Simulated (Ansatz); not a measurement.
# Y: the cost of one run

Computed with Ansatz 0.2.0 (DFT PBE, scalar-relativistic, plane waves, PAW, unless a step's input says otherwise).

1 further run of the same task is left out (set aside as unsound or not needed).

### 1 The system as given

It takes space group P6_3/mmc (No. 194, hexagonal). The conventional cell has a = 3.651 Å, b = 3.651 Å, c = 5.747 Å, α = 90.00°, β = 90.00°, γ = 120.00°. Around Y (site symmetry -6m2) lie 12 Y at 3.56 to 3.65 Å.

As a file:

```
Y
1.0
     3.65150    0.00000    0.00000
    -1.82575    3.16229    0.00000
     0.00000    0.00000    5.74740
Y
2
Direct
  0.33333 0.66667 0.25000
  0.66667 0.33333 0.75000
```

The structure comes from the Crystallography Open Database.

### 2 A distortion that keeps the symmetry

Against the listed cell: strain xx, yy, zz, yz, xz, xy = +2.8, +2.8, +1.3, +0.0, +0.0, +0.0 %.

File input.yaml:

```yaml
crystal:
  lattice:
    - [3.7541428807, 0.0, 0.0]
    - [-1.8770714403, 3.2511831041, 0.0]
    - [0.0, 0.0, 5.822748414]
  atoms:
    - { symbol: "Y", position: [0.3333333333, 0.6666666667, 0.25] }
    - { symbol: "Y", position: [0.6666666667, 0.3333333333, 0.75] }
basis:
  ecutwfc: 420
kpoints:
  mp_grid: { grid: [15, 15, 8] }
hamiltonian:
  xc: pbe
scf:
  occupations: { method: gaussian, width: 0.1 }
output:
  forces: true
  stress: true
  eigenvalues: true
```

On the command line:

```console
> ansatz run input.yaml --threads 1 --pin off --max-ram 1331MiB --backend cpu --events-out ev --progress --plain --runs-dir out
```

Q: Estimate wall time and peak memory on 1 thread of an x86-64 CPU, shared host.

About 12 s, with a peak of 0.43 GiB.
